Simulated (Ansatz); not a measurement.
Ge: single point with PBE

**The experiment to reproduce.**

From “Electronic and optical properties of SixGe1-x-ySny alloys lattice-matched to Ge”, 2021, arxiv:2109.02782, for a bulk crystal of Ge at 300 K: band gap 0.807 eV (direct).

Ge:

```
CELL_PARAMETERS angstrom
0.00000 2.82891 2.82891
2.82891 0.00000 2.82891
2.82891 2.82891 0.00000
ATOMIC_POSITIONS crystal
Ge 0.75000 0.75000 0.75000
Ge 0.50000 0.50000 0.50000
```

* Program: Ansatz 0.2.0
* Task: single point
* Functional: PBE
* Potentials or basis: all-electron LAPW, scalar-relativistic
* Cutoff: 316 eV (chosen from the basis error)
* Basis error allowed: 0.001 eV/atom
* k mesh: 8 × 8 × 8
* Occupations: gaussian, width 0.018 eV
* Spin: no spin polarisation

```
Pressure               : 3.6 GPa
Band gap on the k mesh : 0.04 eV, direct
```

Levels at points of the mesh, in eV from the valence-band top:
| k point | band 18 | band 19 | band 20 | band 21 | band 22 | band 23 | band 24 | band 25 | band 26 | band 27 |
| --- | --- | --- | --- | --- | --- | --- | --- | --- | --- | --- |
| (0.00, 0.00, 0.00) | -24.55 | -12.77 | 0.00 | 0.00 | 0.00 | 0.04 | 2.55 | 2.55 | 2.55 | 6.43 |
| (0.00, 0.00, -0.50) | -24.52 | -10.68 | -7.60 | -1.40 | -1.40 | 0.18 | 3.74 | 3.74 | 7.13 | 10.56 |
| (0.00, -0.50, -0.50) | -24.51 | -8.88 | -8.88 | -3.07 | -3.07 | 0.75 | 0.75 | 9.51 | 9.51 | 11.61 |

Run time: 7.7 s on 1 thread of Arm Neoverse V1 (shared host), peak memory 0.27 GiB.

Against the measured gap of Ge, 0.807 eV (direct; 300 K; “Electronic and optical properties of SixGe1-x-ySny alloys lattice-matched to Ge”, 2021, arxiv:2109.02782), the calculated 0.04 eV is off by -0.77 eV. 3 values of this kind are on record (0.666 to 0.807 eV); this one was drawn at random among those near their median. Spin-orbit coupling on Ge is left out. The value is that of PBE on a finite k mesh, which can miss the band edges, without temperature or zero-point motion. Semilocal functionals fall short of measured gaps as a rule.
